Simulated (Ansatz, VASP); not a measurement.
# Two plane-wave programs on AlN

```
Al N
1.0
     0.00000    2.03527    2.03527
     2.03527    0.00000    2.03527
     2.03527    2.03527    0.00000
Al N
1 1
Cartesian
  0.0000 0.0000 0.0000
  2.0353 2.0353 2.0353
```

Alike in both runs: functional PBE; k mesh 10 × 10 × 10; occupations gaussian, width 0.02 eV; no spin polarisation.

Ansatz relaxed the structure, and its values are those at the end. VASP's run is a single point on that final structure, the one shown.

|  | VASP | Ansatz |
| --- | --- | --- |
| version | VASP 6.6.1 | Ansatz 0.2.0 |
| potentials or method | VASP PAW PBE potentials, release 64 (Al, N) | scalar-relativistic, plane waves, PAW |
| plane-wave cutoff (eV) | 520 | 420 |
| valence electrons in the cell | 8 | 8 |

VASP gave:

- gap on the k mesh at the Fermi level (eV): 4.41
- least direct gap on the mesh (eV): 5.39
- pressure (GPa): -0.3

Which values does Ansatz return?

gap on the k mesh at the Fermi level (eV): 4.44; least direct gap on the mesh (eV): 5.38; pressure (GPa): 0.0.

With one functional, cell and mesh, what is left measures potentials, basis and numerics.

A k mesh can miss the band edges.
